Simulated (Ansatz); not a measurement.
# Residual resistivity of an alloy: Mo(100) with 4 layers of random Mo-Ru, 2x2, part 2 of 2

Aim: the residual resistivity of a random alloy, from Mo(100) with 4 layers of random Mo-Ru, 2x2 and longer regions.

Ansatz 0.2.0; Ansatz plane-wave DFT, PBE, PAW files; ballistic transport by layer matching (Landauer), zero bias; PAW set soft_1.

So far. Step 3 (With 8 alloy layers): Over the solved energies the transmission per spin lies between 3.60 and 3.64, out of 6.66 channels of the lead on average (up to 6.84).

**4. With 12 alloy layers**

In 12 layers a share of 0.25 of the sites is given to Ru at random. A fresh draw is used; the growth of the resistance with length is what counts.

System of this step: Mo(100) with 12 layers of random Mo-Ru, 2x2. The cell holds 88 atoms: 76 Mo and 12 Ru. Its edges and angles: a = 6.294 Å, b = 6.294 Å, c = 34.617 Å, α = 90.0°, β = 90.0°, γ = 90.0°. It derives from Mo. Regions: lead, 40 atoms (40 Mo); scattering region, 48 atoms (36 Mo and 12 Ru). The structure is stacked along c, and the current runs across the ab planes.

File input.yaml:

```yaml
crystal:
  lattice:
    - [6.294, 0.0, 0.0]
    - [0.0, 6.294, 0.0]
    - [0.0, 0.0, 34.617]
  atoms:
    - { symbol: Mo, position: [0.0, 0.0, 0.0227272727] }
    - { symbol: Mo, position: [0.0, 0.5, 0.0227272727] }
    - { symbol: Mo, position: [0.5, 0.0, 0.0227272727] }
    - { symbol: Mo, position: [0.5, 0.5, 0.0227272727] }
    - { symbol: Mo, position: [0.25, 0.25, 0.0681818182] }
    - { symbol: Mo, position: [0.25, 0.75, 0.0681818182] }
    - { symbol: Mo, position: [0.75, 0.25, 0.0681818182] }
    - { symbol: Mo, position: [0.75, 0.75, 0.0681818182] }
    - { symbol: Mo, position: [0.0, 0.0, 0.1136363636] }
    - { symbol: Mo, position: [0.0, 0.5, 0.1136363636] }
    - { symbol: Mo, position: [0.5, 0.0, 0.1136363636] }
    - { symbol: Mo, position: [0.5, 0.5, 0.1136363636] }
    - { symbol: Mo, position: [0.25, 0.25, 0.1590909091] }
    - { symbol: Mo, position: [0.25, 0.75, 0.1590909091] }
    - { symbol: Mo, position: [0.75, 0.25, 0.1590909091] }
    - { symbol: Mo, position: [0.75, 0.75, 0.1590909091] }
    - { symbol: Mo, position: [0.0, 0.0, 0.2045454545] }
    - { symbol: Mo, position: [0.0, 0.5, 0.2045454545] }
    - { symbol: Mo, position: [0.5, 0.0, 0.2045454545] }
    - { symbol: Mo, position: [0.5, 0.5, 0.2045454545] }
    - { symbol: Mo, position: [0.25, 0.25, 0.25] }
    - { symbol: Mo, position: [0.25, 0.75, 0.25] }
    - { symbol: Mo, position: [0.75, 0.25, 0.25] }
    - { symbol: Mo, position: [0.75, 0.75, 0.25] }
    - { symbol: Mo, position: [0.0, 0.0, 0.2954545455] }
    - { symbol: Mo, position: [0.0, 0.5, 0.2954545455] }
    - { symbol: Ru, position: [0.5, 0.0, 0.2954545455] }
    - { symbol: Mo, position: [0.5, 0.5, 0.2954545455] }
    - { symbol: Ru, position: [0.25, 0.25, 0.3409090909] }
    - { symbol: Ru, position: [0.25, 0.75, 0.3409090909] }
    - { symbol: Mo, position: [0.75, 0.25, 0.3409090909] }
    - { symbol: Mo, position: [0.75, 0.75, 0.3409090909] }
    - { symbol: Mo, position: [0.0, 0.0, 0.3863636364] }
    - { symbol: Ru, position: [0.0, 0.5, 0.3863636364] }
    - { symbol: Mo, position: [0.5, 0.0, 0.3863636364] }
    - { symbol: Mo, position: [0.5, 0.5, 0.3863636364] }
    - { symbol: Ru, position: [0.25, 0.25, 0.4318181818] }
    - { symbol: Mo, position: [0.25, 0.75, 0.4318181818] }
    - { symbol: Ru, position: [0.75, 0.25, 0.4318181818] }
    - { symbol: Mo, position: [0.75, 0.75, 0.4318181818] }
    - { symbol: Mo, position: [0.0, 0.0, 0.4772727273] }
    - { symbol: Mo, position: [0.0, 0.5, 0.4772727273] }
    - { symbol: Ru, position: [0.5, 0.0, 0.4772727273] }
    - { symbol: Mo, position: [0.5, 0.5, 0.4772727273] }
    - { symbol: Mo, position: [0.25, 0.25, 0.5227272727] }
    - { symbol: Mo, position: [0.25, 0.75, 0.5227272727] }
    - { symbol: Mo, position: [0.75, 0.25, 0.5227272727] }
    - { symbol: Mo, position: [0.75, 0.75, 0.5227272727] }
    - { symbol: Mo, position: [0.0, 0.0, 0.5681818182] }
    - { symbol: Mo, position: [0.0, 0.5, 0.5681818182] }
    - { symbol: Mo, position: [0.5, 0.0, 0.5681818182] }
    - { symbol: Mo, position: [0.5, 0.5, 0.5681818182] }
    - { symbol: Ru, position: [0.25, 0.25, 0.6136363636] }
    - { symbol: Mo, position: [0.25, 0.75, 0.6136363636] }
    - { symbol: Ru, position: [0.75, 0.25, 0.6136363636] }
    - { symbol: Mo, position: [0.75, 0.75, 0.6136363636] }
    - { symbol: Mo, position: [0.0, 0.0, 0.6590909091] }
    - { symbol: Ru, position: [0.0, 0.5, 0.6590909091] }
    - { symbol: Mo, position: [0.5, 0.0, 0.6590909091] }
    - { symbol: Ru, position: [0.5, 0.5, 0.6590909091] }
    - { symbol: Mo, position: [0.25, 0.25, 0.7045454545] }
    - { symbol: Mo, position: [0.25, 0.75, 0.7045454545] }
    - { symbol: Mo, position: [0.75, 0.25, 0.7045454545] }
    - { symbol: Ru, position: [0.75, 0.75, 0.7045454545] }
    - { symbol: Mo, position: [0.0, 0.0, 0.75] }
    - { symbol: Mo, position: [0.0, 0.5, 0.75] }
    - { symbol: Mo, position: [0.5, 0.0, 0.75] }
    - { symbol: Mo, position: [0.5, 0.5, 0.75] }
    - { symbol: Mo, position: [0.25, 0.25, 0.7954545455] }
    - { symbol: Mo, position: [0.25, 0.75, 0.7954545455] }
    - { symbol: Mo, position: [0.75, 0.25, 0.7954545455] }
    - { symbol: Mo, position: [0.75, 0.75, 0.7954545455] }
    - { symbol: Mo, position: [0.0, 0.0, 0.8409090909] }
    - { symbol: Mo, position: [0.0, 0.5, 0.8409090909] }
    - { symbol: Mo, position: [0.5, 0.0, 0.8409090909] }
    - { symbol: Mo, position: [0.5, 0.5, 0.8409090909] }
    - { symbol: Mo, position: [0.25, 0.25, 0.8863636364] }
    - { symbol: Mo, position: [0.25, 0.75, 0.8863636364] }
    - { symbol: Mo, position: [0.75, 0.25, 0.8863636364] }
    - { symbol: Mo, position: [0.75, 0.75, 0.8863636364] }
    - { symbol: Mo, position: [0.0, 0.0, 0.9318181818] }
    - { symbol: Mo, position: [0.0, 0.5, 0.9318181818] }
    - { symbol: Mo, position: [0.5, 0.0, 0.9318181818] }
    - { symbol: Mo, position: [0.5, 0.5, 0.9318181818] }
    - { symbol: Mo, position: [0.25, 0.25, 0.9772727273] }
    - { symbol: Mo, position: [0.25, 0.75, 0.9772727273] }
    - { symbol: Mo, position: [0.75, 0.25, 0.9772727273] }
    - { symbol: Mo, position: [0.75, 0.75, 0.9772727273] }
kpoints:
  mp_grid: { grid: [4, 4, 1] }
hamiltonian:
  xc: pbe
  pseudopotentials: { kind: paw, azcp: { folder: soft_1 } }
scf:
  occupations: { method: fermi_dirac, width: 0.1 }
output:
  transmission: { leads: [[0, 4]], kmesh: [8, 8], e_range: [-0.05, 0.05], de: 0.05 }
  write_potential: true
  write_density: true
  volumetric_format: npy
```

The run is started by

```
> ansatz run input.yaml --threads 4 --pin off --max-ram 15360MiB --backend cpu --events-out ev --progress --plain --runs-dir out
```

Numbers of over 12 decimals in the logs are rounded to 6 here.

The program printed:

```text
[...]
Crystal: 88 atoms, lattice volume = 1371.333 Å³
Basis set: ecut = 420 eV, 26839 PW (Γ)
Bands: 754, of which v1, the nominal top of the filled ones, is band 628 counted from 1 (627 counted from 0)
Symmetry: 1 space group operations
[...]
k-points: 10 of 16 (time reversal used)
[...]
SCF iter   1: F=—  HF=-447302.149189 eV  |F-HF|=—  |Δ(HF+E_count)|=         —  Δρ=1.41e-1  dr2=1.22e4  ethr=3.10e-3  ⟨swp⟩=4.7  Hψ=23548  notcnv=0
[...]
SCF iter  10: F=-447199.469903 eV  HF=-447199.469903 eV  |F-HF|=5.59e-8  |Δ(HF+E_count)|=   4.61e-7  Δρ=1.19e-6  dr2=6.26e-8  ethr=7.96e-12  ⟨swp⟩=6.3  Hψ=26723  notcnv=0
SCF 1 converged in 10 iterations: F = -447199.469903 eV  dr2 = 6.26e-8
[...]
transmission: 228 of 2278 steps passed
transmission: 456 of 2278 steps passed
[...]
transmission: 2278 of 2278 steps passed
SCF converged after 10 iterations
Free energy (F): -447199.469903 eV
[...]
Internal energy: -447196.751130 eV  (E = F + TS)
E sigma→0 (E₀):  -447198.110516 eV
Entropy (-TS):   -2.718773 eV (-30.895 meV/atom)
Fermi energy:    21.001524 eV
[...]
--- Band table (eV; the first three rows and the last of 10) ---
  k-point 0: bands = [... 624 lower, 20.9985, 21.0099, 21.0280, 21.0422, 21.0893, 21.1207, 21.1334, 21.1805, ... 122 higher]
  k-point 1: bands = [... 624 lower, 20.9236, 20.9346, 20.9609, 20.9741, 20.9915, 21.0047, 21.0262, 21.0369, ... 122 higher]
  k-point 2: bands = [... 624 lower, 20.9062, 20.9173, 20.9384, 20.9633, 21.0121, 21.0513, 21.0831, 21.0949, ... 122 higher]
  k-point 9: bands = [... 624 lower, 21.0365, 21.0799, 21.1105, 21.1249, 21.1640, 21.2429, 21.2829, 21.3050, ... 122 higher]
--- Transmission ---
  basis      : 349 plane waves across, 67 finite elements along
  points     : 34, standing for a mesh of 8 x 8
[...]
channels       : 6.593750e0 a spin
[...]
slowest decay  : 0.0462 /Å at (0.5000, 0.3750)
  junction   : crystal 0 to crystal 0, 0.70 to 33.74 Å
    transmission   : 3.273384e0 a spin
[...]
```

Elapsed: 25 min, on 4 threads of Arm Neoverse V2, shared host; peak memory 8.4 GiB; 1.5 h of CPU time.

This step gave:

| Quantity | Value |
| --- | --- |
| free energy | -447199.4699 eV |
| energy at zero smearing | -447198.1105 eV |
| Fermi energy | 21.00 eV |
| transmission per spin nearest the Fermi level | 3.273 |
| step of the lead's potential | 3.1 meV |

Per spin. Table of transmission, zone mean by energy, zero at the Fermi level:

```
energy (eV)  transmission, zone mean
    -0.0500                     3.30
     0.0000                     3.27
     0.0500                     3.24
```

Over the solved energies the transmission per spin lies between 3.24 and 3.30, out of 6.66 channels of the lead on average (up to 6.84).

**5. The fit**

This step: Ansatz plane-wave DFT, PBE, PAW files; ballistic transport by layer matching (Landauer), zero bias; residual resistivity from the slope of the area resistance, atoms on the host's lattice; PAW set soft_1 (Ansatz 0.2.0).

This step gave:

```
resistivity           : 35.83 µΩ cm
intercept             : 0.1440 fΩ m²
scatter about the fit : 0.03656 fΩ m²
```

Resistance, by row:

```
run  length (Å)      T  channels N  RA (fΩ m²)
 n4       6.294  4.638        6.74      0.3437
 n8       12.59  3.614       6.656      0.6468
n12       18.88  3.271       6.656      0.7947
```

Area resistance against length of the alloy:

```
length of the alloy (Å)  area resistance (fΩ m²)
                   6.29                    0.344
                  12.59                    0.647
                  18.88                    0.795
```

The area resistance goes from 0.34 to 0.79 fΩ m² between 6.3 and 18.9 Å, a slope of 36 µΩ cm.

By hand from the end points: (0.7947 − 0.3437) fΩ m² / (18.88 − 6.29) Å = 36 µΩ cm, since 1 fΩ m² per Å is 1000 µΩ cm.

**6. Summary of results**

| Item | Value |
| --- | --- |
| resistivity from the slope | 35.8 µΩ cm |
| area resistance over 6.29 Å | 0.344 fΩ m² |
| area resistance over 12.6 Å | 0.647 fΩ m² |
| area resistance over 18.9 Å | 0.795 fΩ m² |

What this shows: The slope gives 36 µΩ cm. The points scatter by 0.037 fΩ m² about the line, with one random draw a length in a 2x2 cell, so the slope is a rough value. The lead's own channel count moves between the runs (6.74, 6.66 and 6.66), which shifts RA and the slope too. Read with a model of isotropic scattering on a spherical Fermi surface and the lead's 1.3×10¹⁵ S/m², this slope means a mean free path near 16 Å; over these lengths the model's slope is 1.03 times its bulk resistivity, which would be 35 µΩ cm. The atoms sit on the host's lattice, so scattering by size misfit is left out.

[Logs are printed without paths, hosts, clocks, repeated set-up lines and the standing remarks that a program may print on its own settings, such as how far it seeks lower states.]

[Hosts, paths, dates, database ids (printed as entryN), source tags and the programs' standing remarks are cut or masked in the printed files.]
